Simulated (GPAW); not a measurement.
Wanted: an ASE script for a GPAW 26.7.0 run.

* Task: relaxation of the atoms
* Functional: PBE
* Potentials or basis: GPAW PAW data sets (gpaw-data 1.2.1)
* Cutoff: 600 eV
* Basis: pw
* k mesh: 7 × 7 × 7
* Occupations: fermi-dirac, width 0.05 eV
* Spin: no spin polarisation
* Maxiter: 150
* Optimizer: BFGS
* Fmax: 0.02 eV/Å
* Max steps: 60
* Convergence: density=1e-05 forces=0.0001

The structure of KBr lies in KBr.xyz:

```xyz
2
Lattice="0.0000000000 3.3000000000 3.3000000000 3.3000000000 0.0000000000 3.3000000000 3.3000000000 3.3000000000 0.0000000000" Properties=species:S:1:pos:R:3 pbc="T T T"
Br     3.3000000000      3.3000000000      3.3000000000
K      0.0000000000      0.0000000000      0.0000000000
```

These files were run (other wordings do the same):

run.py

```python
from ase.io import read, write
from ase.optimize import BFGS
from gpaw import GPAW, PW

atoms = read('KBr.xyz')

calc = GPAW(mode=PW(600),
            xc='PBE',
            kpts={'size': (7, 7, 7), 'gamma': True},
            occupations={'name': 'fermi-dirac', 'width': 0.05},
            nbands=16,
            convergence={'density': 1e-05, 'forces': 0.0001},
            maxiter=150,
            txt='gpaw.txt')
atoms.calc = calc
opt = BFGS(atoms, trajectory='relax.traj', logfile='-')
done = opt.run(fmax=0.02, steps=60)
calc.write('gs.gpw')
write('result.traj', atoms)
print('Converged:', done)
print('Cell:', atoms.cell.cellpar().round(4))
print('Volume:', round(atoms.get_volume(), 4))
print(atoms.get_scaled_positions().round(5))
```

Potentials or basis: GPAW PAW data sets (gpaw-data 1.2.1), pw.

Launch:

```bash
$ OMP_NUM_THREADS=1 python run.py
```

Results of the run:

| Property | Result |
| --- | --- |
| Band gap on the k mesh | 4.44 eV, direct |

Caveat: the density grid can change from cell to cell, which puts small steps into energies and stress; the relaxation stopped at its first step, so nothing moved; later steps reuse the first step's grids; an odd mesh through Γ misses points on the zone boundary, where band edges often lie.

Wall time 12 s on 1 thread of Arm Neoverse V2 (shared host), peak memory 0.17 GiB.
